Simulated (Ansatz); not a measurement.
## Is this Au structure a true minimum?

The cell was found from a structure generator's guess, not taken from experiment.

The calculation used Ansatz 0.2.0, DFT PBE, scalar-relativistic, plane waves, PAW. Plane waves to 420 eV, a k mesh through Γ of 12×12×12 on the computed 3-atom cell and Gaussian smearing (0.10 eV); no spin polarisation.

The cell below (3 atoms, space group Pm-3m (No. 221)) is relaxed within its symmetry.

```
Au
1.0
     3.98195    0.00000    0.00000
     0.00000    3.98195    0.00000
     0.00000    0.00000    3.98195
Au
3
Cartesian
  1.9910 0.0000 0.0000
  0.0000 1.9910 0.0000
  0.0000 0.0000 1.9910
```

For the test a repeat of it with 6 atoms (edges 3.98, 3.98, 7.96 Å) was strained at random (σ = 1.5 % a component), the atoms were moved at random (σ = 0.05 Å), and all was relaxed again on a coarse 6×6×4 mesh (in the run’s order of axes) with 0.20 eV smearing, with no symmetry imposed.

Spin–orbit coupling, which can matter for Au, is left out.

Task: Is the structure stable against such a distortion?

Result: It returns, within 1 meV/atom of the unmoved cell on that mesh and with the same symmetry when read at 0.1 Å (P4/mmm at 0.01 Å, so small strains and shifts remain). No instability shows in this cell; modes of other wave vectors, which need another repeat, aren't tested.
